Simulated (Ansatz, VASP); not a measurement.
P in VASP and in Ansatz

The input INCAR:

```
ALGO = Normal ; EDIFF = 1E-6
ENCUT = 520 ; GGA = CA
ISIF = 2 ; ISMEAR = 0
LASPH = True ; LCHARG = False
LREAL = False ; LWAVE = False
NBANDS = 12 ; NELM = 80
PREC = Accurate ; SIGMA = 0.05
```

Contents of KPOINTS:

```
k-points
0
Gamma
  11 11 6
```

File POSCAR:

```
P
1.0
    2.4246941115      0.0000000000      0.0000000000
    0.0000000000      2.4385351442      0.0000000000
   -0.0203144631      0.0000000000      4.8524328982
P
2
Direct
    0.0000000300      0.0000000000      0.7494253600
    0.9999999700      0.0000000000      0.2505746400
```

The input input.yaml:

```yaml
crystal:
  lattice:
    - [2.4246941115, 0.0, 0.0]
    - [0.0, 2.4385351442, 0.0]
    - [-0.0203144631, 0.0, 4.8524328982]
  atoms:
    - { symbol: P, position: [3.0e-08, 0.0, 0.74942536] }
    - { symbol: P, position: [0.99999997, 0.0, 0.25057464] }
kpoints:
  mp_grid: { grid: [11, 11, 6] }
scf:
  occupations: { method: gaussian, width: 0.05 }
hamiltonian:
  xc: lda
  pseudopotentials: { kind: all_electron, lapw: { basis_error: 0.001 } }
output:
  forces: true
  stress: true
  eigenvalues: true
```

This isn't the form of P at room conditions, which is orthorhombic.

Alike in both runs: task single point; functional LDA; k mesh 11 × 11 × 6; occupations gaussian, width 0.05 eV; no spin polarisation.

```csv
,VASP,Ansatz
version,VASP 6.6.1,Ansatz 0.2.0
potentials or method,"VASP PAW LDA potentials, release 64 (P)","all-electron LAPW, scalar-relativistic"
plane-wave cutoff (eV),520,see its input
```

```csv
,VASP,Ansatz,Ansatz less VASP
gap on the k mesh at the Fermi level (eV),none,none,-
pressure (GPa),-3.0,-2.8,+0.21
largest component of the traceless stress (GPa),0.48,0.49,+0.008
rms of the force components (eV/Å),0.007,0.006,-0.0004
```

Atom by atom the forces differ by 0.000 eV/Å (rms over components). A gap of «none» marks a metal or a gap that the smearing closes. Ansatz ran all-electron here, so the differences hold the error of VASP's frozen core and of both bases.
